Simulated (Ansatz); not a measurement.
MoS₂

Method: r²SCAN, scalar-relativistic; collinear spin; PAW, 500 eV, Γ-centred 8×8×2 mesh, 0.05 eV Gaussian smearing; code Ansatz; PAW files: Ansatz's generated set soft_2.

```
Mo S
1.0
     3.18459    0.00000    0.00000
    -1.59230    2.75794    0.00000
     0.00000    0.00000   12.96394
Mo S
2 4
Direct
  0.33333 0.66667 0.25000
  0.66667 0.33333 0.75000
  0.33333 0.66667 0.63024
  0.66667 0.33333 0.13024
  0.33333 0.66667 0.86976
  0.66667 0.33333 0.36976
```

The chain of runs began from a cell as deposited in COD, expanded in volume.

Magnetic state: non-magnetic, site spin moments none.

The cell is relaxed to zero pressure at this level.

Elastic constants come from the stress of slightly strained cells with relaxed atoms, in GPa, Voigt order xx, yy, zz, yz, xz, xy in the Cartesian frame of the vectors above.

```
217.2  57.3   4.7   0.0   0.0   0.0
 57.3 217.2   4.7   0.0   0.0   0.0
  4.7   4.7  20.7   0.0   0.0   0.0
  0.0   0.0   0.0   7.8   0.0   0.0
  0.0   0.0   0.0   0.0   7.8   0.0
  0.0   0.0   0.0   0.0   0.0  79.9
```

Task: Is the crystal mechanically stable, and what are its polycrystalline moduli?

Result: Stable against homogeneous strain: the smallest eigenvalue of the tensor is 7.8 GPa. Hill averages: K = 42 GPa, G = 30 GPa, E = 72 GPa, ν = 0.22.

Run time: 4.6 min on 4 threads of Arm Neoverse V1, with other jobs on the host, peak memory 0.99 GiB.

Semilocal functionals underestimate band gaps, commonly by a third or more. For this crystal the k-mesh misses a band edge: under r²SCAN at the relaxed cell a band path gives a gap of 1.15 eV where the mesh alone gives 1.33 eV, so gaps on the mesh are upper bounds. The structure is built of weakly bound layers, and this functional has no dispersion term, so their spacing and all that hangs on it (volume, the soft elastic constants, low modes, dielectric constants) are poorly given.
